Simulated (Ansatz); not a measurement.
## CsPbCl3 (model cell, started as cubic perovskite with Pb in the octahedra): a soft mode frozen in

Wanted: the energy along a soft mode of CsPbCl3 (model cell, started as cubic perovskite with Pb in the octahedra) and the structure at the end.

Calculated with Ansatz 0.2.0; DFT LDA, scalar-relativistic, plane waves, PAW; PAW set soft_1.

## (1) The structure

It takes space group Pm-3m (No. 221, cubic). The conventional cell has a = 5.520 Å, b = 5.520 Å, c = 5.520 Å, α = 90.00°, β = 90.00°, γ = 90.00°. Nearest to Cs lie 12 Cl at 3.90 Å. Nearest to Pb lie 6 Cl at 2.76 Å. Nearest to Cl lie 2 Pb at 2.76 Å and 4 Cs at 3.90 Å. Farther neighbours and most contacts between anions are not listed.

## (2) Response at finite wavevector

The cell comes from relaxations at this level that are not shown. Stability and thermal properties need the whole zone. Linear response on a 2×2×2 q mesh gives force constants as far as a supercell of that size would, and the tensors from the zone-centre run are typed in so that the long-range dipole term is interpolated apart.

The input, input.yaml:

```yaml
crystal:
  lattice:
    - [5.5203976441, 0.0, 0.0]
    - [0.0, 5.5203976441, 0.0]
    - [0.0, 0.0, 5.5203976441]
  atoms:
    - { symbol: Cs, position: [0.0, 0.0, 0.0] }
    - { symbol: Pb, position: [0.5, 0.5, 0.5] }
    - { symbol: Cl, position: [0.5, 0.5, 0.0] }
    - { symbol: Cl, position: [0.5, 0.0, 0.5] }
    - { symbol: Cl, position: [0.0, 0.5, 0.5] }
kpoints:
  mp_grid: { grid: [10, 10, 10] }
hamiltonian:
  xc: lda
  pseudopotentials: { kind: paw, azcp: { folder: soft_1 }, xc_functional: pbe }
scf:
  occupations: { method: fixed }
output:
  eigenvalues: true
phonons:
  method: dfpt
  qmesh: [2, 2, 2]
  temperatures: { t_max: 1000, t_step: 50 }
  qpath:
    path:
      - [[0.0, 0.0, 0.0], [0.0, 0.5, 0.0], [0.5, 0.5, 0.0], [0.0, 0.0, 0.0], [0.5, 0.5, 0.5], [0.0, 0.5, 0.0]]
      - [[0.5, 0.5, 0.5], [0.5, 0.5, 0.0]]
    npoints: 10
  non_analytic_term:
    high_frequency_dielectric_tensor: [[4.3736, 0.0, 0.0], [0.0, 4.3736, 0.0], [0.0, 0.0, 4.3736]]
    born_effective_charges:
      - { species: Cs, tensor: [[1.3254, 0.0, 0.0], [0.0, 1.3254, 0.0], [0.0, 0.0, 1.3254]] }
      - { species: Pb, tensor: [[4.0189, 0.0, 0.0], [0.0, 4.0189, 0.0], [0.0, 0.0, 4.0189]] }
      - { species: Cl, tensor: [[-0.7096, 0.0, 0.0], [0.0, -0.7096, 0.0], [0.0, 0.0, -3.925]] }
      - { species: Cl, tensor: [[-0.7096, 0.0, 0.0], [0.0, -3.925, 0.0], [0.0, 0.0, -0.7096]] }
      - { species: Cl, tensor: [[-3.925, 0.0, 0.0], [0.0, -0.7096, 0.0], [0.0, 0.0, -0.7096]] }
    source: "zone-centre run at this cell"
```

Run with:

```sh
ansatz run input.yaml --threads 4 --pin off --max-ram 16384MiB --backend cpu --events-out ev --progress --plain --runs-dir out
```

Numbers of over 12 decimals in the logs are rounded to 6 here.

Output:

```text
Engine: ansatz 0.2.0, x86_64-unknown-linux-gnu
Pseudopotentials: kind: paw
Pseudopotential: Cs, paw, valence charge 9, recommended cutoff 420 eV (normal), soft_1/Cs.paw.azcp
Pseudopotential: Pb, paw, valence charge 14, recommended cutoff 420 eV (normal), soft_1/Pb.paw.azcp
Pseudopotential: Cl, paw, valence charge 7, recommended cutoff 420 eV (normal), soft_1/Cl.paw.azcp
Functional definition: SPW92
  exchange = slater_x
  correlation = pw_c
Crystal: 5 atoms, lattice volume = 168.233 Å³
Basis set: ecut = 420 eV, 3287 PW (Γ), exchange–correlation on 80×80×80 points (8 copies of the dense FFT grid, shifted against one another)
Bands: 27, of which v1, the nominal top of the filled ones, is band 22 counted from 1 (21 counted from 0)
Symmetry: 48 space group operations
k-points: 56 of 1000
Non-local potential: Cs, projectors of the file, l = 0: 3, l = 1: 2, l = 2: 2, l = 3: 2
Non-local potential: Pb, projectors of the file, l = 0: 2, l = 1: 2, l = 2: 2, l = 3: 1
Non-local potential: Cl, projectors of the file, l = 0: 2, l = 1: 2, l = 2: 1
PAW form: soft (Blöchl's): semilocal exchange-correlation on the pseudo side does not see the compensation charge
PAW frozen core: Cs, regenerated for the run's functional, and the local potential with it (the file was generated under x = pbe(κ = 0.804, μ = 0.219515), c = pbe(β = 0.066725))
PAW frozen core: Pb, regenerated for the run's functional, and the local potential with it (the file was generated under x = pbe(κ = 0.804, μ = 0.219515), c = pbe(β = 0.066725))
PAW frozen core: Cl, regenerated for the run's functional, and the local potential with it (the file was generated under x = pbe(κ = 0.804, μ = 0.219515), c = pbe(β = 0.066725))
PAW one-centre angular grid: Cs, 194 points (default); XC on 64 Gauss nodes
PAW one-centre angular grid: Pb, 590 points (default); XC on 64 Gauss nodes
PAW one-centre angular grid: Cl, 110 points (default); XC on 64 Gauss nodes
Initial density: superposition of atomic densities (chi_scale 0.1, normalization cell, long waves kept (reshape's long-wave potential 0.00 eV rms))
Initial wavefunctions: pseudopotential atomic-orbital guess
Functional: x = slater, c = lda
SCF iter   1: F=—  HF=-20249.820572 eV  |F-HF|=—  |Δ(HF+E_count)|=         —  Δρ=2.44e-2  dr2=2.26e0  ethr=3.10e-3  ⟨swp⟩=5.0  Hψ=6399  notcnv=0  defer=93
preconditioner: auto → Resta (q_TF=auto, 2.182 Å⁻¹)  ε∞=3.1  [insulator: Δε(μ)=1.201 eV  Ē_g=12.676 eV  n_scr=26 (ndim 8)  ℏωp=18.6 eV  f_vac=0.010  ε∞_Penn≈3.1]
SCF iter   2: F=—  HF=-20249.035904 eV  |F-HF|=—  |Δ(HF+E_count)|=   7.85e-1  Δρ=1.08e-2  dr2=6.54e-1  ethr=3.10e-3  ⟨swp⟩=3.4  Hψ=3331  notcnv=0  defer=118
SCF iter   3: F=—  HF=-20248.704520 eV  |F-HF|=—  |Δ(HF+E_count)|=   3.31e-1  Δρ=3.25e-3  dr2=5.75e-2  ethr=1.49e-3  ⟨swp⟩=3.5  Hψ=3145  notcnv=0  defer=153
SCF iter   4: F=—  HF=-20248.676934 eV  |F-HF|=—  |Δ(HF+E_count)|=   2.76e-2  Δρ=1.13e-3  dr2=3.31e-3  ethr=1.31e-4  ⟨swp⟩=3.6  Hψ=2865  notcnv=0  defer=154
SCF iter   5: F=—  HF=-20248.676556 eV  |F-HF|=—  |Δ(HF+E_count)|=   3.78e-4  Δρ=1.81e-4  dr2=6.03e-5  ethr=7.53e-6  ⟨swp⟩=3.0  Hψ=2395  notcnv=0  defer=164
SCF iter   6: F=—  HF=-20248.676593 eV  |F-HF|=—  |Δ(HF+E_count)|=   3.79e-5  Δρ=2.11e-5  dr2=6.71e-7  ethr=1.37e-7  ⟨swp⟩=2.0  Hψ=2214  notcnv=0  defer=162
SCF iter   7: F=—  HF=-20248.676598 eV  |F-HF|=—  |Δ(HF+E_count)|=   4.87e-6  Δρ=4.47e-6  dr2=2.31e-8  ethr=1.52e-9  ⟨swp⟩=2.1  Hψ=2691  notcnv=0  defer=147
SCF iter   8: F=—  HF=-20248.676598 eV  |F-HF|=—  |Δ(HF+E_count)|=   1.11e-9  Δρ=1.08e-6  dr2=1.69e-9  ethr=5.24e-11  ⟨swp⟩=2.0  Hψ=2587  notcnv=0  defer=147
SCF iter   9: F=—  HF=-20248.676598 eV  |F-HF|=—  |Δ(HF+E_count)|=  5.28e-10  Δρ=2.02e-7  dr2=1.02e-10  ethr=3.84e-12  ⟨swp⟩=2.0  Hψ=2632  notcnv=0  defer=147
SCF iter  10: F=-20248.676598 eV  HF=-20248.676598 eV  |F-HF|=0.00e0  |Δ(HF+E_count)|=  1.46e-10  Δρ=4.48e-8  dr2=7.21e-12  ethr=1.00e-12  ⟨swp⟩=15.8  Hψ=11068  notcnv=0
SCF 1 converged in 10 iterations: F = -20248.676598 eV  dr2 = 7.21e-12
  greatest PAW one-centre occupation: 0.983 electrons in one spin orbital (limit 2), on the Pb atom at site 1 (counted from 0), in its partial waves of l = 2
NSCF: frozen V_eff on 56 k-points
NSCF: frozen V_eff on 216 k-points
DFPT response loops at q = (0, 0, 0) (fractional): preconditioner auto → Resta (q_TF=auto, 2.182 Å⁻¹)  ε∞=6.2 (no band partly filled); β = 1.00, the filter's whole step (`scf.mixing.beta` (0.50) is not read by the response loops at its default; to damp them type it under 1.00, their step now; it binds the ground state too); Broyden in place of MSR1
NSCF: frozen V_eff on 432 k-points
DFPT response loops at q = (0, 0, -0.5) (fractional): mixed as the last ones told, above
NSCF: frozen V_eff on 432 k-points
DFPT response loops at q = (0, -0.5, -0.5) (fractional): mixed as the last ones told, above
NSCF: frozen V_eff on 432 k-points
DFPT response loops at q = (-0.5, -0.5, -0.5) (fractional): mixed as the last ones told, above
SCF converged after 10 iterations
Free energy (F): -20248.676598 eV
Harris-Foulkes:  -20248.676598 eV  (|F-HF|=0.00e0)
Internal energy: -20248.676598 eV  (E = F + TS)
E sigma→0 (E₀):  -20248.676598 eV
Fermi energy:    4.514441 eV
--- Per-component energies (eV) ---
  E_band       = -226.626475
  E_kinetic    = 895.019935
  E_local      = -2560.422849  (includes V_loc(G=0)·N_el)
  E_nonlocal   = 433.288682
  E_hartree    = 960.115708
  E_xc         = -702.999852
  E_vxc        = -626.787125  (∫ρ·V_xc dr)
  E_paw        = -16857.766126  (= ΣΔE_a)
  E_vpaw       = -287.956911  (= ΣTr[D̂ρ^β])
  E_aug_tail   = 0.000325  (compensation charges beyond the density's cutoff)
  E_ewald      = -2416.676833
  E_core_change = 0.764411  (= ΣΔE_core)
  E_smearing   = -0.000000  (= −TS)
  E_closure    = 0.000000  (closes the sum)
  Σ components = -20248.676598   (vs F -20248.676598, Δ=0.00e0)
--- Band table (eV; the first three rows and the last of 56) ---
  k-point 0: bands = [... 18 lower, 1.5588, 1.6961, 1.6961, 1.6961, 7.2688, 8.2230, 8.2230, 9.2104, ... 1 higher]
  k-point 1: bands = [... 18 lower, 1.5479, 1.6837, 1.6837, 1.6928, 7.3772, 8.2979, 8.3036, 9.2468, ... 1 higher]
  k-point 2: bands = [... 18 lower, 1.5200, 1.6505, 1.6505, 1.7304, 7.6719, 8.5157, 8.5271, 9.3532, ... 1 higher]
  k-point 55: bands = [... 18 lower, 2.0438, 2.0438, 2.0438, 4.5144, 6.0530, 6.0530, 6.0530, 9.0629, ... 1 higher]
--- Phonons (Γ-DFPT): 4 representative perturbations + reference (Σ response iterations 13) ---
  ASR residual: 7.065e-5 → 0.000e0 eV/Å²; symmetrization residual: 2.738e-5 eV/Å²
  ASR residual per site (eV/Å²): 1.79e-5 3.73e-7 7.06e-5 7.06e-5 7.06e-5
  Γ frequencies (cm⁻¹): -27.65 -27.65 -27.65 -18.72 -18.72 -18.72 0.00 0.00 0.00 44.08 44.08 44.08 163.53 163.53 163.53
--- Phonons (arbitrary-q DFPT): 4 irreducible q on the 2×2×2 mesh ---
  q = [0.0000, 0.0000, 0.0000] (star 1, of the zone-centre solve; hermiticity 1.65e-5, symmetrization 7.99e-12): -27.65 -27.65 -27.65 -18.72 -18.72 -18.72 -0.00 -0.00 0.00 44.08 44.08 44.08 163.53 163.53 163.53
  q = [0.0000, 0.0000, -0.5000] (star 3, 9 solved perturbations in 1674 linear systems a pass and spin channel, the states on 216 of 1000 k-point pairs; hermiticity 5.90e-6, symmetrization 3.75e-13): -17.58 -17.58 -13.54 -13.54 24.77 35.16 35.16 36.27 36.27 39.69 50.72 114.52 163.87 163.87 266.82
  q = [0.0000, -0.5000, -0.5000] (star 3, 9 solved perturbations in 1674 linear systems a pass and spin channel, the states on 216 of 1000 k-point pairs; hermiticity 5.51e-6, symmetrization 2.07e-12): -55.33 -27.48 -27.48 8.00 30.89 32.93 32.93 43.72 43.72 84.59 107.99 107.99 164.04 244.37 274.51
  q = [-0.5000, -0.5000, -0.5000] (star 1, 4 solved perturbations in 594 linear systems a pass and spin channel, the states on 216 of 1000 k-point pairs; hermiticity 7.72e-7, symmetrization 8.04e-12): -55.78 -55.78 -55.78 -14.88 -14.88 -14.88 78.04 78.04 78.04 105.07 105.07 105.07 244.16 244.16 279.80
  sum rule: each row above includes the acoustic sum rule's correction from the zone centre's row sums; it moved no ω² by more than (0.74 cm⁻¹)²
  mesh force constants: q→R imaginary residual 5.78e-18; ASR residual 7.065e-5 → 0.000e0 eV/Å²; symmetrization residual 5.329e-15 eV/Å²
  interpolated dispersion: 63 rows × 15 modes
  density of states and harmonic sums: on the 12×12×12 q-mesh, interpolated from the force constants of a 2×2×2 supercell (with the dipole–dipole term of supplied tensors)
  largest difference from the sums on the solved wave vectors: F 1.07e-1 eV, S 1.37e-4 and C_V 2.99e-5 eV/K
  zero-point energy: 0.066997 eV/cell   skipped modes (ω ≤ 0): 361, of them read as no rigid motion or as one in doubt: 358 (4.151e0 modes/cell left out, lowest -55.78 cm⁻¹)   left out of the sums: 2.77e-1 of the cell's modes: C_V's classical limit lies that fraction below 3 k_B per atom; for a crystal, a wire or a layer, F and S can be off by more, and a phonons.interpolated_qmesh denser along its periods is the remedy for the sampling
```

Wall time 7.9 min (4 threads of Intel Xeon Platinum 8259CL at 2.50GHz (Skylake/Cascade Lake), shared host); peak memory 2.5 GiB; 31 min of CPU time.

Reading the cycles: dr2 is the Hartree energy of the density residual (eV), the measure of convergence; HF is the Harris–Foulkes estimate of the energy, which meets the free energy F at convergence.

Numbers from this step:

```yaml
gap_on_the_k_mesh: 1.539 eV
volume_per_atom: 33.65 Å³
sum_rule_residual_before_enforcement: 7.06e-5 eV/Å²
lowest_frequency_on_the_path: -55.78 cm⁻¹
point_group: m-3m
highest_frequency_on_the_path_or_at_a_solved_wavevector: 279.8 cm⁻¹
highest_optical_mode_at_the_zone_centre_no_lo_to_term: 163.5 cm⁻¹
lowest_optical_zone_centre_mode: -27.65 cm⁻¹
lowest_mode_on_the_q_mesh_acoustic_modes_at_gamma_apart: -55.78 cm⁻¹
```

Frequencies (cm⁻¹) solved at each irreducible wavevector; negative means imaginary. Frequencies by wavevector, by row:

| q in reciprocal lattice units | star | mode 1 | mode 2 | mode 3 | mode 4 | mode 13 | mode 14 | mode 15 |
| --- | --- | --- | --- | --- | --- | --- | --- | --- |
| 0 0 0 | 1 | -27.6 | -27.6 | -27.6 | -18.7 | 163.5 | 163.5 | 163.5 |
| 0 0 -0.5 | 3 | -17.6 | -17.6 | -13.5 | -13.5 | 163.9 | 163.9 | 266.8 |
| 0 -0.5 -0.5 | 3 | -55.3 | -27.5 | -27.5 | 8 | 164 | 244.4 | 274.5 |
| -0.5 -0.5 -0.5 | 1 | -55.8 | -55.8 | -55.8 | -14.9 | 244.2 | 244.2 | 279.8 |

Interpolated from a 2×2×2 q mesh, with the LO-TO term (at Γ the limit along the path; where Γ stands inside the path, tables give the limit on arrival). Phonon branches along the path, in cm⁻¹:

```
    point  branch 1  branch 2  branch 3  branch 4  branch 12  branch 13  branch 14  branch 15
        Γ       -28       -28       -19       -19         46        164        164        250
  halfway       -24       -24       -13       -13         87        164        164        258
        X       -18       -18       -14       -14        114        164        164        267
  halfway       -44       -20       -19       -12        111        164        211        268
        M       -55       -28       -28         8        108        164        244        274
  halfway       -39       -23       -19         6         87        164        200        254
        Γ       -28       -28       -19       -19         46        164        164        250
  halfway       -40       -36       -36        -8         87        203        203        252
        R       -56       -56       -56       -15        105        244        244        280
  halfway       -46       -42       -36       -13        109        205        217        268
        X       -18       -18       -14       -14        114        164        164        267
jump to R       -56       -56       -56       -15        105        244        244        280
  halfway       -56       -45       -45       -12        107        210        244        275
        M       -55       -28       -28         8        108        164        244        274
```

Symmetry leaves 4 wavevectors to solve. The lowest mode among them, the acoustic zeros apart, lies at q = (-0.5, -0.5, -0.5) and is imaginary, 55.8i cm⁻¹, so the energy falls along it.

## (3) The mode frozen in, largest atomic shift 0 Å

The mode followed lies at q = (-0.5, -0.5, -0.5) with frequency 55.8i cm⁻¹ and is 3-fold degenerate, the softest among the wavevectors solved. At small amplitude the distorted cell has space group no. 74 by a symmetry search on the positions. The undistorted cell that holds it gives the zero of energy on the same k mesh.

System of this step: CsPbCl3 (model cell, started as cubic perovskite with Pb in the octahedra). It takes space group Pm-3m (No. 221, cubic). The conventional cell has a = 5.520 Å, b = 5.520 Å, c = 5.520 Å, α = 90.00°, β = 90.00°, γ = 90.00°. Nearest to Cs lie 12 Cl at 3.90 Å. Pb has 6 Cl at 2.76 Å nearest. Nearest to Cl lie 2 Pb at 2.76 Å and 4 Cs at 3.90 Å. Farther neighbours and most contacts between anions are not listed.

The input, input.yaml:

```yaml
crystal:
  lattice:
    - [5.5203976441, 5.5203976441, 0.0]
    - [5.5203976441, 0.0, 5.5203976441]
    - [5.5203976441, 0.0, -5.5203976441]
  atoms:
    - { symbol: Cs, position: [0.0, 0.0, 0.0] }
    - { symbol: Cs, position: [0.0, 0.5, 0.5] }
    - { symbol: Pb, position: [0.5, 0.25, 0.75] }
    - { symbol: Pb, position: [0.5, 0.75, 0.25] }
    - { symbol: Cl, position: [0.5, 0.0, 0.0] }
    - { symbol: Cl, position: [0.5, 0.5, 0.5] }
    - { symbol: Cl, position: [0.0, 0.5, 0.0] }
    - { symbol: Cl, position: [0.0, 0.0, 0.5] }
    - { symbol: Cl, position: [0.5, 0.0, 0.5] }
    - { symbol: Cl, position: [0.5, 0.5, 0.0] }
kpoints:
  mp_grid: { grid: [8, 8, 8] }
hamiltonian:
  xc: lda
  pseudopotentials: { kind: paw, azcp: { folder: soft_1 }, xc_functional: pbe }
scf:
  occupations: { method: gaussian, width: 0.02 }
output:
  forces: true
  stress: true
  eigenvalues: true
```

Output:

```text
[...]
Crystal: 10 atoms, lattice volume = 336.466 Å³
Basis set: ecut = 420 eV, 6615 PW (Γ)
Bands: 54, of which v1, the nominal top of the filled ones, is band 44 counted from 1 (43 counted from 0)
Symmetry: 96 space group operations
[...]
k-points: 29 of 512
[...]
k-point 0: bands = [... 40 lower, 2.0437, 2.0437, 2.0437, 4.5144, 6.0530, 6.0530, 6.0530, 7.2688, ... 5 higher]
  k-point 1: bands = [... 40 lower, 2.0019, 2.0019, 2.0234, 4.1821, 6.2424, 6.2424, 6.3692, 7.3945, ... 5 higher]
  k-point 2: bands = [... 40 lower, 1.9216, 1.9216, 1.9664, 3.5306, 6.7428, 6.7428, 6.9856, 7.7237, ... 5 higher]
  k-point 28: bands = [... 40 lower, 1.8266, 1.8266, 2.9233, 2.9233, 7.0067, 7.0067, 8.3788, 8.3788, ... 5 higher]
[key lines of the parts left out:]
SCF converged after 8 iterations
Free energy (F): -40497.353293 eV
Fermi energy:    5.283564 eV
P = ⅓ Tr σ = -0.0098 GPa (-0.098 kbar)
```

The job ended after 11 s (4 threads; peak memory 0.99 GiB).

This step gave:

```
pressure                         : -0.009807 GPa
energy from the undistorted cell : 0 meV/atom
```

At this level the gap is 1.54 eV on the k-mesh of the self-consistent run, which can miss the band edges.

## (4) The mode frozen in, largest atomic shift 0.6 Å

The atoms are moved along the unstable eigenvector, the largest shift by 0.6 Å, with the cell fixed.

input.yaml, the sections that differ from step 3:

```yaml
crystal:
  lattice:
    - [5.5203976441, 5.5203976441, 0.0]
    - [5.5203976441, 0.0, 5.5203976441]
    - [5.5203976441, 0.0, -5.5203976441]
  atoms:
    - { symbol: Cs, position: [0.0, 0.0, 0.0] }
    - { symbol: Cs, position: [0.0, 0.5, 0.5] }
    - { symbol: Pb, position: [0.5, 0.25, 0.75] }
    - { symbol: Pb, position: [0.5, 0.75, 0.25] }
    - { symbol: Cl, position: [0.4231461036, 0.0768538964, 0.0768538964] }
    - { symbol: Cl, position: [0.5768538964, 0.4231461036, 0.4231461036] }
    - { symbol: Cl, position: [0.0, 0.5384269482, -0.0384269482] }
    - { symbol: Cl, position: [0.0, -0.0384269482, 0.5384269482] }
    - { symbol: Cl, position: [0.5, -0.0384269482, 0.5384269482] }
    - { symbol: Cl, position: [0.5, 0.5384269482, -0.0384269482] }
# kpoints, hamiltonian, scf, output: as in step 3
```

Output:

```text
[...]
Crystal: 10 atoms, lattice volume = 336.466 Å³
Basis set: ecut = 420 eV, 6615 PW (Γ)
Bands: 54, of which v1, the nominal top of the filled ones, is band 44 counted from 1 (43 counted from 0)
Symmetry: 8 space group operations
[...]
k-points: 95 of 512
[...]
k-point 0: bands = [... 40 lower, 1.8554, 1.9102, 1.9304, 4.0293, 5.9928, 6.0080, 6.0311, 7.4623, ... 4 higher]
  k-point 1: bands = [... 40 lower, 1.8500, 1.8935, 1.9458, 3.7753, 6.1473, 6.1801, 6.2444, 7.5856, ... 4 higher]
  k-point 2: bands = [... 40 lower, 1.8263, 1.8512, 1.9590, 3.2312, 6.5385, 6.5879, 6.7849, 7.9003, ... 4 higher]
  k-point 94: bands = [... 40 lower, 1.7601, 1.7601, 2.7183, 2.7183, 6.7355, 6.7355, 7.9086, 7.9086, ... 4 higher]
[key lines of the parts left out:]
SCF converged after 8 iterations
Free energy (F): -40497.506142 eV
Fermi energy:    5.011004 eV
P = ⅓ Tr σ = -0.5388 GPa (-5.388 kbar)
```

Elapsed: 31 s, on 4 threads; peak memory 1.5 GiB.

Numbers from this step:

| Quantity | Value |
| --- | --- |
| pressure | -0.5388 GPa |
| gap on the k-mesh | 1.963 eV |
| energy from the undistorted cell | -15.29 meV/atom |

The energy, extrapolated to zero smearing, is -15.29 meV/atom against the undistorted cell.

The run ends at a pressure of -0.54 GPa, with forces up to 0.16 eV/Å.

## (5) Energy along the mode, all amplitudes (two of the runs are shown above)

An imaginary frequency means negative curvature, so the energy should fall and then rise again as anharmonic terms take over.

This step gave:

```yaml
depth_at_the_lowest_point_sampled: 15.29 meV/atom
largest_atomic_shift_at_that_point: 0.6 Å
```

Table of energy from the parent by largest atomic shift:

```csv
largest atomic shift (Å),energy from the parent (meV/atom)
0.000,0
0.040,-0.129
0.080,-0.515
0.140,-1.55
0.220,-3.67
0.320,-7.18
0.450,-12.0
0.600,-15.3
```

Displacement at unit largest shift by atom:

```csv
atom,x (Å),y (Å),z (Å),size
Cs1,0.000,0.000,0.000,0.000
Cs2,0.000,0.000,0.000,0.000
Pb3,0.000,0.000,0.000,0.000
Pb4,0.000,0.000,0.000,0.000
Cl5,0.707,-0.707,0.000,1.000
Cl6,-0.707,0.707,0.000,1.000
Cl7,0.000,0.000,0.707,0.707
Cl8,0.000,0.000,-0.707,0.707
Cl9,0.000,0.000,-0.707,0.707
Cl10,0.000,0.000,0.707,0.707
```

The lowest of the steps tried is the last one, at 0.6 Å, 15.3 meV/atom below the parent; the bottom of the well need not coincide with a step.

[end of part 1 of 2]

[Logs are printed without paths, hosts, clocks, repeated set-up lines and the standing remarks that a program may print on its own settings, such as how far it seeks lower states.]

[Hosts, paths, dates, database ids (printed as entryN), source tags and the programs' standing remarks are cut or masked in the printed files.]
